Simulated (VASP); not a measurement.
# ZnO (P6_3mc) in VASP: relaxation of cell and atoms with r2SCAN

Aim: the relaxation of cell and atoms of ZnO with r2SCAN.

Everything below comes from runs of VASP 6.6.1. Logs are shortened: lines on timing, memory, paths and dates and some standing lists are left out, and cuts for length are marked.

## Step 1: The structure

Symmetry: P6_3mc, No. 186, hexagonal system. Conventional cell: a = 3.249 Å, b = 3.249 Å, c = 5.206 Å, α = 90.00°, β = 90.00°, γ = 120.00°. Around Zn (site symmetry 3m) lie 4 O at 1.97 to 1.98 Å. O (site symmetry 3m) has 4 Zn at 1.97 to 1.98 Å as nearest neighbours.

## Step 2: Relaxation of cell and atoms, r2SCAN

The input, INCAR:

```
SYSTEM = ZnO
ALGO = Normal
EDIFF = 1E-7
EDIFFG = -0.004
ENCUT = 600
IBRION = 2
ISIF = 3
ISMEAR = 0
LASPH = .True.
LCHARG = .False.
LMIXTAU = .True.
LREAL = .False.
LWAVE = .False.
METAGGA = R2SCAN
NELM = 80
NSW = 80
PREC = Accurate
SIGMA = 0.02
```

The input, KPOINTS:

```
k-points
0
Gamma
  9 9 6
  0 0 0
```

The input, POSCAR:

```
ZnO
1.0
    3.2493080000      0.0000000000      0.0000000000
   -1.6246540000      2.8139832700      0.0000000000
    0.0000000000      0.0000000000      5.2057090000
Zn O
2 2
Direct
    0.3333333300      0.6666666700      0.5000000000
    0.6666666700      0.3333333300      0.0000000000
    0.6666666700      0.3333333300      0.3790100000
    0.3333333300      0.6666666700      0.8790100000
```

Potentials or basis: VASP PAW PBE potentials, release 64 (Zn, O).

Started as:

```console
$ cat potpaw_PBE.64/Zn/POTCAR potpaw_PBE.64/O/POTCAR > POTCAR
$ mpirun -np 1 vasp_std > vasp.out
```

OUTCAR:

```text
SYSTEM = ZnO
   EDIFF = 1E-7
   EDIFFG = -0.004
   ENCUT = 600
   IBRION = 2
   ISIF = 3
   ISMEAR = 0
   LASPH = .True.
   LREAL = .False.
   METAGGA = R2SCAN
   NELM = 80
   NSW = 80
   PREC = Accurate

 ion  position               nearest neighbor table
   1  0.333  0.667  0.500-   4 1.97   3 1.98   3 1.98   3 1.98
   2  0.667  0.333  0.000-   3 1.97   4 1.98   4 1.98   4 1.98
   3  0.667  0.333  0.379-   2 1.97   1 1.98   1 1.98   1 1.98
   4  0.333  0.667  0.879-   1 1.97   2 1.98   2 1.98   2 1.98

  LATTYP: Found a hexagonal cell.
 ALAT       =     3.2493080000
 C/A-ratio  =     1.6020977390

  Lattice vectors:

 A1 = (   3.2493080000,   0.0000000000,   0.0000000000)
 A2 = (  -1.6246540000,   2.8139832700,   0.0000000000)
 A3 = (   0.0000000000,   0.0000000000,   5.2057090000)

Analysis of symmetry for initial positions (statically):
=====================================================================
 Subroutine PRICEL returns:
 Original cell was already a primitive cell.

 Routine SETGRP: Setting up the symmetry group for a
 hexagonal supercell.

 Subroutine GETGRP returns: Found 12 space group operations
 (whereof  6 operations were pure point group operations)
 out of a pool of 24 trial point group operations.

The static configuration has the point symmetry C_3v.
 The point group associated with its full space group is C_6v.

Analysis of symmetry for dynamics (positions and initial velocities):
=====================================================================
 Subroutine PRICEL returns:
 Original cell was already a primitive cell.

 Routine SETGRP: Setting up the symmetry group for a
 hexagonal supercell.

 Subroutine GETGRP returns: Found 12 space group operations
 (whereof  6 operations were pure point group operations)
 out of a pool of 24 trial point group operations.

The dynamic configuration has the point symmetry C_3v.
 The point group associated with its full space group is C_6v.

 Subroutine INISYM returns: Found 12 space group operations
 (whereof  6 operations are pure point group operations),
 and found     1 'primitive' translations

----------------------------------------------------------------------------------------

                                     Primitive cell

  volume of cell :      47.5984

  direct lattice vectors                    reciprocal lattice vectors
     3.249308000  0.000000000  0.000000000     0.307757836  0.177684070  0.000000000
    -1.624654000  2.813983270  0.000000000     0.000000000  0.355368140  0.000000000
     0.000000000  0.000000000  5.205709000     0.000000000  0.000000000  0.192096792

  length of vectors
     3.249308000  3.249307998  5.205709000     0.355368140  0.355368140  0.192096792

  position of ions in fractional coordinates (direct lattice)
     0.333333330  0.666666670  0.500000000
     0.666666670  0.333333330  0.000000000
     0.666666670  0.333333330  0.379010000
     0.333333330  0.666666670  0.879010000

  ion indices of the primitive-cell ions
   primitive index   ion index
                 1           1
                 2           2
                 3           3
                 4           4

----------------------------------------------------------------------------------------

 KPOINTS: k-points

Automatic generation of k-mesh.
 Grid dimensions read from file:
 generate k-points for:    9    9    6

 Generating k-lattice:

  Cartesian coordinates                     Fractional coordinates (reciprocal lattice)
     0.034195315  0.019742674  0.000000000     0.111111111  0.000000000  0.000000000
     0.000000000  0.039485349  0.000000000     0.000000000  0.111111111  0.000000000
     0.000000000  0.000000000  0.032016132     0.000000000  0.000000000  0.166666667

  Length of vectors
     0.039485349  0.039485349  0.032016132

  Shift w.r.t. Gamma in fractional coordinates (k-lattice)
     0.000000000  0.000000000  0.000000000

 Subroutine IBZKPT returns following result:
 ===========================================

 Found     48 irreducible k-points:

 Following reciprocal coordinates:
            Coordinates               Weight
  0.000000  0.000000  0.000000      1.000000
  0.111111  0.000000  0.000000      6.000000
  0.222222  0.000000  0.000000      6.000000
  0.333333  0.000000  0.000000      6.000000
  0.444444  0.000000  0.000000      6.000000
  0.111111  0.111111  0.000000      6.000000
[... 16 lines left out ...]
  0.333333  0.222222  0.166667     24.000000
  0.333333  0.333333  0.166667      4.000000
 [... further k-points ...]
   k-points           NKPTS =     48   k-points in BZ     NKDIM =     48   number of bands    NBANDS=     22
   number of dos      NEDOS =    301   number of ions     NIONS =      4
   total plane-waves  NPLWV =  32928
   dimension x,y,z NGX =    28 NGY =   28 NGZ =   42
   dimension x,y,z NGXF=    56 NGYF=   56 NGZF=   84
   ions per type =               2   2
   NGX,Y,Z   is equivalent  to a cutoff of  14.33, 14.33, 13.41 a.u.
   NGXF,Y,Z  is equivalent  to a cutoff of  28.65, 28.65, 26.83 a.u.
 SYSTEM =  ZnO
   PREC   = accura    normal or accurate (medium, high low for compatibility)
   ISTART =      0    job   : 0-new  1-cont  2-samecut
   ICHARG =      2    charge: 1-file 2-atom 10-const
   ISPIN  =      1    spin polarized calculation?
   LNONCOLLINEAR =      F non collinear calculations
   LSORBIT =      F    spin-orbit coupling
   LASPH  =      T    aspherical Exc in radial PAW
   ENCUT  =  600.0 eV  44.10 Ry    6.64 a.u.   6.49  6.49 10.40*2*pi/ulx,y,z
   NELM   =     80;   NELMIN=  2; NELMDL= -5     # of ELM steps
   EDIFF  = 0.1E-06   stopping-criterion for ELM
   LREAL  =      F    real-space projection
   EDIFFG = -.4E-02   stopping-criterion for IOM
   NSW    =     80    number of steps for IOM
   IBRION =      2    ionic relax: 0-MD 1-quasi-New 2-CG
   NFREE  =      1    steps in history (QN), initial steepest desc. (CG)
   ISIF   =      3    stress and relaxation
   ISYM   =      2    0-nonsym 1-usesym 2-fastsym
   POTIM  = 0.5000    time-step for ionic-motion
   TEBEG  =    0.0;   TEEND  =   0.0 temperature during run
   PSTRESS=    0.0 pullay stress
   NELECT =      36.0000    total number of electrons
   NUPDOWN=      -1.0000    fix difference up-down
   EMIN   =  10.00;   EMAX   =-10.00  energy-range for DOS
   EFERMI =   0.00;   METHOD = LEGACY
   ISMEAR =     0;   SIGMA  =   0.02  broadening in eV -4-tet -1-fermi 0-gaus
   EFERMI_NEDOS =   21; number of points for ismear=-14 and -15
   IALGO  =     38    algorithm
   IMIX   =      4    mixing-type and parameters
     AMIX     =   0.40;   BMIX     =  1.00
     AMIX_MAG =   1.60;   BMIX_MAG =  1.00
  volume/ion in A,a.u.               =      11.90        80.30
  Fermi-wavevector in a.u.,A,eV,Ry     =   1.491574  2.818667 30.270160  2.224794
  Thomas-Fermi vector in A             =   2.604212
   LORBIT       =      0    0 simple, 1 ext, 2 COOP (PROOUT), +10 PAW based schemes
   METAGGA = R2SCAN    functional components
   LHFCALC =     F    Hartree Fock is set to
   AEXX    =    0.0000 exact exchange contribution
   IVDW    =     0    specifies the selected vdW correction
   LEPSILON=     F    determine dielectric tensor
   LRPA    =     F    only Hartree local field effects (RPA)
 conjugate gradient relaxation of ions
 non-spin polarized calculation
 Gauss-broadening in eV      SIGMA  =   0.02
  energy-cutoff  :      600.00
  volume of cell :       47.60
 maximum number of plane-waves:      1617
 NGX is ok and might be reduce to    28
   NGX = 13   NGY = 13   NGZ = 21

--------------------------------------- Ionic step        1  -------------------------------------------

 number of electron      36.0000008 magnetization

 Free energy of the ion-electron system (eV)
  ---------------------------------------------------
  ext. energy  EPLUGINS =         0.00000000
  ---------------------------------------------------
  free energy    TOTEN  =       -36.32301077 eV

  energy without entropy =      -36.32301077  energy(sigma->0) =      -36.32301077

------------------------ aborting loop because EDIFF is reached ----------------------------------------

  FORCE on cell =-STRESS in cart. coord.  units (eV):
  Direction    XX          YY          ZZ          XY          YZ          ZX
  --------------------------------------------------------------------------------------
  -------------------------------------------------------------------------------------
  Total       -0.2736178     -0.2736178      0.1783954      0.0000000      0.0000000      0.0000000
  in kB       -9.2100639     -9.2100639      6.0048456      0.0000000      0.0000000      0.0000000
  external PRESSURE =      -4.1384274 kB  Pullay stress =       0.0000000 kB
[... 251 lines left out ...]
  energy  without entropy=      -36.3242700851  energy(sigma->0) =      -36.32427009

--------------------------------------- Ionic step        8  -------------------------------------------

 number of electron      36.0000009 magnetization

 Free energy of the ion-electron system (eV)
  ---------------------------------------------------
  ext. energy  EPLUGINS =         0.00000000
  ---------------------------------------------------
  free energy    TOTEN  =       -36.32429999 eV

  energy without entropy =      -36.32429999  energy(sigma->0) =      -36.32429999

 E-fermi :   0.9745     XC(G=0): -11.6780

 val. band max:        0.8724064696   @ k =   0.0000   0.0000   0.0000
 cond. band min:       2.1002188895   @ k =   0.0000   0.0000   0.0000
 fundamental gap:      1.2278124199
 Fermi energy:         0.9744555638

 k-point     1 :       0.0000    0.0000    0.0000
  band No.  band energies     occupation
      1     -18.2328      2.00000
      2     -17.5442      2.00000
      3      -4.9593      2.00000
      4      -4.9592      2.00000
      5      -4.9102      2.00000
      6      -4.8447      2.00000
[... 574 lines left out ...]
      6      -4.3332      2.00000
[... 14 lines left out ...]
     21       9.3368      0.00000
     22       9.5217      0.00000

 [... further k-points ...]

------------------------ aborting loop because EDIFF is reached ----------------------------------------

  FORCE on cell =-STRESS in cart. coord.  units (eV):
  Direction    XX          YY          ZZ          XY          YZ          ZX
  --------------------------------------------------------------------------------------
  -------------------------------------------------------------------------------------
  Total       -0.0048468     -0.0048468     -0.0015657      0.0000000      0.0000000     -0.0000000
  in kB       -0.1636080     -0.1636080     -0.0528523      0.0000000      0.0000000     -0.0000000
  external PRESSURE =      -0.1266895 kB  Pullay stress =       0.0000000 kB
[... 19 lines left out ...]
  FREE ENERGIE OF THE ION-ELECTRON SYSTEM (eV)
  ---------------------------------------------------
  free  energy   TOTEN  =       -36.3242999858 eV

  energy  without entropy=      -36.3242999858  energy(sigma->0) =      -36.32429999

 reached required accuracy - stopping structural energy minimisation
```

It took 18 min on 1 thread of Intel Xeon Platinum 8488C (Sapphire Rapids), shared host; peak memory 0.21 GiB.

Results:

- Free energy: -36.3243 eV
- Relaxed volume: 11.87 Å³/atom
- Relaxed cell: a = 3.240 Å, b = 3.240 Å, c = 5.221 Å, α = 90.00°, β = 90.00°, γ = 120.00°
- Space group after relaxing (to 0.05 Å): P6_3mc (No. 186)
- Energy gained by relaxing: 0.3 meV/atom
- Ionic steps: 8
- Pressure after relaxing: 0.0 GPa
- Band gap on the k mesh: 1.23 eV, direct

Forces on the atoms (eV/Å):
```
Zn   0.000  0.000  0.002
Zn   0.000  0.000  0.002
O    0.000  0.000 -0.002
O    0.000  0.000 -0.002
```

The path:
```csv
step,energy change (eV),largest force (eV/Å),pressure (GPa),volume (Å³)
1,0.0000,0.0657,-0.41,47.60
2,-0.0012,0.0288,0.22,47.39
3,-0.0013,0.0089,0.08,47.43
4,-0.0013,0.0045,0.05,47.44
5,-0.0013,0.0064,-0.02,47.46
6,-0.0012,0.0072,-0.05,47.47
7,-0.0013,0.0060,-0.04,47.47
8,-0.0013,0.0020,-0.01,47.46
```

Final structure:
```
Zn O
1.0
     3.23999    0.00000    0.00000
    -1.62000    2.80592    0.00000
     0.00000    0.00000    5.22091
Zn O
2 2
Direct
  0.33333 0.66667 0.49985
  0.66667 0.33333 0.99985
  0.66667 0.33333 0.37916
  0.33333 0.66667 0.87916
```

Caveat: the PAW data sets were made with another functional, which shifts forces and pressure a little. r2SCAN opens gaps a little over a GGA but as a rule still falls short of measured ones.
